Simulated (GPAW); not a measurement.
# BaTe (Fm-3m) in GPAW: notebook

The runs below take BaTe through single point, with LDA, PBE.

Everything below comes from runs of GPAW 26.7.0. Logs are shortened: lines on timing, memory, paths and dates and some standing lists are left out, and cuts for length are marked. The log counts tension as positive stress, the text compression.

### 1 The structure

The structure is cubic, space group Fm-3m (No. 225). Conventional cell: a = 6.820 Å, b = 6.820 Å, c = 6.820 Å, α = 90.00°, β = 90.00°, γ = 90.00°. Ba (site symmetry m-3m) is surrounded by 6 Te at 3.41 Å. Te (site symmetry m-3m) is surrounded by 6 Ba at 3.41 Å.

### 2 Single point, LDA

run.py

```python
from ase import Atoms
from ase.dft.bandgap import bandgap
from ase.io import write
from ase.units import GPa
from gpaw import GPAW, PW

atoms = Atoms(['Ba', 'Te'],
              cell=[[0.0, 3.41, 3.41],
                    [3.41, 0.0, 3.41],
                    [3.41, 3.41, 0.0]],
              scaled_positions=[[0.0, 0.0, 0.0],
                                [0.5, 0.5, 0.5]],
              pbc=True)

calc = GPAW(mode=PW(450),
            xc='LDA',
            kpts={'size': (6, 6, 6), 'gamma': True},
            occupations={'name': 'fermi-dirac', 'width': 0.05},
            nbands=16,
            maxiter=120,
            txt='gpaw.txt')
atoms.calc = calc
energy = atoms.get_potential_energy()
forces = atoms.get_forces()
stress = atoms.get_stress()
calc.write('gs.gpw')
write('result.traj', atoms)
print(f'Energy: {energy:.6f} eV')
print('Forces (eV/A):')
print(forces.round(4))
print('Stress (GPa):', (stress / GPa).round(3))
print('Fermi level:', round(calc.get_fermi_level(), 4), 'eV')
print(f'Gap: {bandgap(calc)[0]:.4f} eV, direct: {bandgap(calc, direct=True)[0]:.4f} eV')
```

Potentials or basis: the program's PAW data sets (release 1.2.1) made for this functional, pw.

Command:

```
$ OMP_NUM_THREADS=1 python run.py
```

gpaw.txt:

```text
__  _  _
 | _ |_)|_||  |
 |__||  | ||/\| - 26.7.0

Input parameters:
  mode=PW(ecut=450.00000000000006),
  kpts=MonkhorstPack(size=(6, 6, 6), gamma=True),
  maxiter=120,
  nbands=16,
  occupations=Occupations(name='fermi-dirac', width=0.05),
  xc=XC(name='LDA')

Diagonalizing LCAO Hamiltonian
Converting LCAO to pw mode

                  Te

       Ba

Atoms  # Å, Bohr magnetons
|   | symbol |        x |        y |        z |    initial magnetic moments |
|---|--------|----------|----------|----------|-----------------------------|
| 0 |     Ba | 0.000000 | 0.000000 | 0.000000 | ( 0.0000,  0.0000,  0.0000) |
| 1 |     Te | 3.410000 | 3.410000 | 3.410000 | ( 0.0000,  0.0000,  0.0000) |

Unit cell  # Å
| periodic |        x |        y |        z |  lengths |    angles |
|----------|----------|----------|----------|----------|-----------|
|      yes | 0.000000 | 3.410000 | 3.410000 | 4.822468 | 60.000000 |
|      yes | 3.410000 | 0.000000 | 3.410000 | 4.822468 | 60.000000 |
|      yes | 3.410000 | 3.410000 | 0.000000 | 4.822468 | 60.000000 |

Number of symmetries: 48
Symmetry operations  # r_c * U_cc + t_c -> r_c
|    | kind |            matrix            |
|----|------|------------------------------|
|  0 |  σ   |  1, 0, 0,  1, 0,-1,  1,-1, 0 |
|  1 |  C2  |  1, 0, 0,  1,-1, 0,  1, 0,-1 |
|  2 |  E   |  1, 0, 0,  0, 1, 0,  0, 0, 1 |
|  3 |  σ   |  1, 0, 0,  0, 0, 1,  0, 1, 0 |
|  4 |  C4  |  1, 0,-1,  1, 0, 0,  1,-1, 0 |
|  5 |  S6  |  1, 0,-1,  1,-1, 0,  1, 0, 0 |
|  6 |  σ   |  1, 0,-1,  0, 1,-1,  0, 0,-1 |
|  7 |  C3  |  1, 0,-1,  0, 0,-1,  0, 1,-1 |
|  8 |  S6  |  1,-1, 0,  1, 0, 0,  1, 0,-1 |
|  9 |  C4  |  1,-1, 0,  1, 0,-1,  1, 0, 0 |
| 10 |  C3  |  1,-1, 0,  0,-1, 1,  0,-1, 0 |
| 11 |  σ   |  1,-1, 0,  0,-1, 0,  0,-1, 1 |
| 12 |  σ   |  0, 1, 0,  1, 0, 0,  0, 0, 1 |
| 13 |  C4  |  0, 1, 0,  0, 1,-1, -1, 1, 0 |
| 14 |  C3  |  0, 1, 0,  0, 0, 1,  1, 0, 0 |
| 15 |  S6  |  0, 1, 0, -1, 1, 0,  0, 1,-1 |
| 16 |  C2  |  0, 1,-1,  1, 0,-1,  0, 0,-1 |
| 17 |  σ   |  0, 1,-1,  0, 1, 0, -1, 1, 0 |
| 18 |  S4  |  0, 1,-1,  0, 0,-1,  1, 0,-1 |
| 19 |  C4  |  0, 1,-1, -1, 1, 0,  0, 1, 0 |
| 20 |  C3  |  0, 0, 1,  1, 0, 0,  0, 1, 0 |
| 21 |  σ   |  0, 0, 1,  0, 1, 0,  1, 0, 0 |
| 22 |  S6  |  0, 0, 1,  0,-1, 1, -1, 0, 1 |
| 23 |  C4  |  0, 0, 1, -1, 0, 1,  0,-1, 1 |
| 24 |  S4  |  0, 0,-1,  1, 0,-1,  0, 1,-1 |
| 25 |  C3  |  0, 0,-1,  0, 1,-1,  1, 0,-1 |
| 26 |  C2  |  0, 0,-1,  0,-1, 0, -1, 0, 0 |
| 27 |  S6  |  0, 0,-1, -1, 0, 0,  0,-1, 0 |
| 28 |  S4  |  0,-1, 1,  1,-1, 0,  0,-1, 0 |
| 29 |  C4  |  0,-1, 1,  0, 0, 1, -1, 0, 1 |
| 30 |  C2  |  0,-1, 1,  0,-1, 0,  1,-1, 0 |
| 31 |  σ   |  0,-1, 1, -1, 0, 1,  0, 0, 1 |
| 32 |  C3  |  0,-1, 0,  1,-1, 0,  0,-1, 1 |
| 33 |  S6  |  0,-1, 0,  0, 0,-1, -1, 0, 0 |
| 34 |  S4  |  0,-1, 0,  0,-1, 1,  1,-1, 0 |
| 35 |  C2  |  0,-1, 0, -1, 0, 0,  0, 0,-1 |
| 36 |  C2  | -1, 1, 0,  0, 1, 0,  0, 1,-1 |
| 37 |  S6  | -1, 1, 0,  0, 1,-1,  0, 1, 0 |
| 38 |  S4  | -1, 1, 0, -1, 0, 1, -1, 0, 0 |
| 39 |  C3  | -1, 1, 0, -1, 0, 0, -1, 0, 1 |
| 40 |  S6  | -1, 0, 1,  0, 0, 1,  0,-1, 1 |
| 41 |  C2  | -1, 0, 1,  0,-1, 1,  0, 0, 1 |
| 42 |  C3  | -1, 0, 1, -1, 1, 0, -1, 0, 0 |
| 43 |  S4  | -1, 0, 1, -1, 0, 0, -1, 1, 0 |
| 44 |  C2  | -1, 0, 0,  0, 0,-1,  0,-1, 0 |
| 45 |  i   | -1, 0, 0,  0,-1, 0,  0, 0,-1 |
| 46 |  σ   | -1, 0, 0, -1, 1, 0, -1, 0, 1 |
| 47 |  C2  | -1, 0, 0, -1, 0, 1, -1, 1, 0 |

BZ-sampling:
  Number of BZ points: 216
  Number of IBZ points: 16

  Monkhorst-Pack size: [6, 6, 6]
  Monkhorst-Pack shift: [0.08333333333333333, 0.08333333333333333, 0.08333333333333333]

K-points  # in reciprocal-cell coordinates
|     |                                coordinates |     weight |
|-----|--------------------------------------------|------------|
|   0 | (  0.00000000,   0.00000000,   0.00000000) | 0.00462963 |
|   1 | (  0.16666667,   0.16666667,   0.00000000) | 0.02777778 |
|   2 | (  0.16666667,   0.16666667,   0.16666667) | 0.03703704 |
|   3 | (  0.33333333,   0.16666667,   0.16666667) | 0.05555556 |
|   4 | (  0.33333333,   0.33333333,  -0.33333333) | 0.05555556 |
|   5 | (  0.33333333,   0.33333333,   0.00000000) | 0.02777778 |
|   6 | (  0.33333333,   0.33333333,   0.16666667) | 0.11111111 |
|   7 | (  0.33333333,   0.33333333,   0.33333333) | 0.03703704 |
|   8 | (  0.50000000,   0.33333333,  -0.33333333) | 0.11111111 |
|   9 | (  0.50000000,   0.33333333,  -0.16666667) | 0.05555556 |
| ... |                                            |            |
|  15 | (  0.50000000,   0.50000000,   0.50000000) | 0.01851852 |

Plane wave coefficients: 1759
Cutoff: 450.00000000000006 eV

Spin-components: 1 (collinear spins)
Bands:           16
Projectors:      11
Spin-degeneracy: 2
Datatype:        complex128

Parallelization:
  kpt:    1
  domain: 1
  band:   1

Density:
  Valence electrons: 16.0
  Components: 1
  Grid points: [24 24 24]
  Charge: 0.0  # |e|

Potential:
  Grid points: [24 24 24]

species:
  Ba:
    name:    Barium
    Z:       56.0
    valence: 10
    core:    46
    charge:  0.0  # [|e|]
    compensation charges:
      type: gauss
      rc: 0.37  # [Å]
      lmax: 2
    cutoffs:
      filter: 2.06  # [Å]
      core: 2.33  # [Å]
    projectors
    | kind |    occ | energy [eV] | rcut [Å] |
    |------|--------|-------------|----------|
    |   5s |  2.000 |     -33.774 |    1.164 |
    |   6s |  2.000 |      -3.346 |    1.164 |
    |   5p |  6.000 |     -18.813 |    1.164 |
    |    p |        |       0.000 |    1.164 |
    |    d |        |       0.000 |    1.164 |
    |    d |        |      27.211 |    1.164 |

    Using partial waves for Ba as LCAO basis

  Te:
    name:    Tellurium
    Z:       52.0
    valence: 6
    core:    46
    charge:  0.0  # [|e|]
    compensation charges:
      type: gauss
      rc: 0.36  # [Å]
      lmax: 2
    cutoffs:
      filter: 2.09  # [Å]
      core: 3.17  # [Å]
    projectors
    | kind |    occ | energy [eV] | rcut [Å] |
    |------|--------|-------------|----------|
    |   5s |  2.000 |     -15.337 |    1.180 |
    |   5p |  4.000 |      -6.113 |    1.196 |
    |    s |        |      11.875 |    1.180 |
    |    p |        |      21.098 |    1.196 |
    |    d |        |       0.000 |    1.238 |

    Using partial waves for Te as LCAO basis

Reference energy: -405745.269696  # eV

eigensolver:
  PPCG
  Converge bands: occupied
  niter=2

density mixing:
  MSR1-Mixer
  Pratt-step length: 0.05
  Maximum mixing coefficient: 0.75
  Old densities: 10
  SVD Regularization: 0.005
  Good broyden scale: 1.0
  Trust region scale: 1.0
  Backstep threshold: 4.0
  History deletion threshold: 6.0
  Fourier metric: weight=20.0, sigma=0.015

occupation numbers:
  Fermi-Dirac:
    width: 0.0500  # eV

poisson solver:
  ecut: 3600.0000000000005  # eV

xc functional:
  name: None

convergence criteria:
- Maximum [total energy] change in last 3 cyles: 0.0005 eV / valence electron
- Maximum integral of absolute [dens]ity change: 0.0001 electrons / valence electron
- Maximum integral of absolute [eigenst]ate change: 4e-08 eV^2 / valence electron
maximum number of iterations: 120

SCF iterations
|iter     | |      energy | eigst |  dens |
|---------|-|-------------|-------|-------|
|iter:   1| |   -9.799032 | -0.19 |       |
|iter:   2| |   -9.793220 | -2.03 | -1.15 |
|iter:   3| |   -9.666463 | -2.51 | -1.18 |
|iter:   4| |   -9.659320 | -3.47 | -1.67 |
|iter:   5| |   -9.659066c| -4.86 | -2.24 |
|iter:   6| |   -9.659083c| -5.96 | -2.82 |
|iter:   7| |   -9.659084c| -7.61c| -3.88 |
|iter:   8| |   -9.659084c| -7.75c| -4.36c|

Converged in 8 steps
Energy contributions relative to reference atoms: (reference = -405745.269696)

Energy contributions:
  Kinetic:          18.526277
  Coulomb:         -16.384437
  Zero:              0.103100
  External:          0.000000
  Xc:              -11.904024
  Entropy:          -0.000000
  Spinorbit:         0.000000
  ----------------------------
  Free energy:      -9.659084
  Extrapolated:     -9.659084

dipole moment: (-41.156741, -41.156741, -41.156741)  # |e|*Ang

Fermi level: 5.701
Eigenvalues  # (at kpt = [0.000, 0.000, 0.000])
| band index |      eig [eV] | occ [0-2] |
|------------|---------------|-----------|
|          0 |       -21.736 |     2.000 |
|          1 |        -6.882 |     2.000 |
|          2 |        -6.882 |     2.000 |
|          3 |        -6.882 |     2.000 |
|          4 |        -4.709 |     2.000 |
|          5 |         5.080 |     2.000 |
|          6 |         5.080 |     2.000 |
|          7 |         5.080 |     2.000 |
|          8 |         7.869 |     0.000 |
|          9 |         7.869 |     0.000 |
|         10 |         7.869 |     0.000 |
|         11 |         8.092 |     0.000 |
|         12 |         8.629 |     0.000 |
|         13 |         8.629 |     0.000 |
|         14 |        11.876 |     0.000 |
|         15 |        18.305 |     0.000 |

Gap: 1.241 eV
Transition (v -> c):
  (s=0, k=0, n=7, [0.00, 0.00, 0.00]) -> (s=0, k=12, n=8, [0.50, 0.50, 0.00])
Direct/indirect transitions are different
Direct gap: 1.615 eV
Transition at: (s=0, k=12, n=7, [0.50, 0.50, 0.00])

Forces  # eV/Ang
|        x |       y |        z |
|----------|---------|----------|
|  0.00000 | 0.00000 |  0.00000 |  # Ba   0
| -0.00000 | 0.00000 | -0.00000 |  # Te   1

Stress tensor  # eV/Ang^3
|         x |         y |         z |
|-----------|-----------|-----------|
| -0.005733 | -0.000000 | -0.000000 |
| -0.000000 | -0.005733 |  0.000000 |
| -0.000000 |  0.000000 | -0.005733 |

# Writing to gs.gpw (mode='')
```

It took 6.6 s on 1 thread of Arm Neoverse V2, shared host; peak memory 0.15 GiB.

What came out:

```yaml
Free_energy: -9.6591 eV
Pressure: 0.9 GPa
Band_gap_on_the_k_mesh: 1.24 eV, indirect (least direct gap 1.61 eV)
```

Caveat: the cutoff is short for stress and forces, so pressures can be off by a GPa or more; spin-orbit coupling is left out, which moves the levels of the heavy elements. LDA gaps usually lie below the measured ones, often by a third to a half.

### 3 Single point, PBE

run.py: that of step 2 with these lines changed.

```diff
@@ -15,3 +15,3 @@
 calc = GPAW(mode=PW(450),
-            xc='LDA',
+            xc='PBE',
             kpts={'size': (6, 6, 6), 'gamma': True},
```

Potentials or basis: GPAW PAW data sets (gpaw-data 1.2.1), pw.

Command:

```
$ OMP_NUM_THREADS=1 python run.py
```

Run time: 7.5 s. Hardware: 1 thread of Arm Neoverse V2, shared host; peak memory 0.15 GiB.

Results (log left out):

```
Free energy            : -8.5562 eV
Pressure               : 4.0 GPa
Band gap on the k mesh : 1.35 eV, indirect (least direct gap 1.73 eV)
```

Levels at points of the mesh, in eV from the valence-band top:
| k point | band 5 | band 6 | band 7 | band 8 | band 9 | band 10 | band 11 | band 12 |
| --- | --- | --- | --- | --- | --- | --- | --- | --- |
| (0.00, 0.00, 0.00) | -9.68 | 0.00 | 0.00 | 0.00 | 2.89 | 2.89 | 2.89 | 3.26 |
| (0.50, 0.50, 0.00) | -9.46 | -1.13 | -0.37 | -0.37 | 1.35 | 4.58 | 5.03 | 5.99 |
| (0.50, 0.50, 0.50) | -8.71 | -2.44 | -1.28 | -1.28 | 4.30 | 4.97 | 5.07 | 5.07 |

Caveat: the cutoff is short for stress and forces, so pressures can be off by a GPa or more; spin-orbit coupling is left out, which moves the levels of the heavy elements.
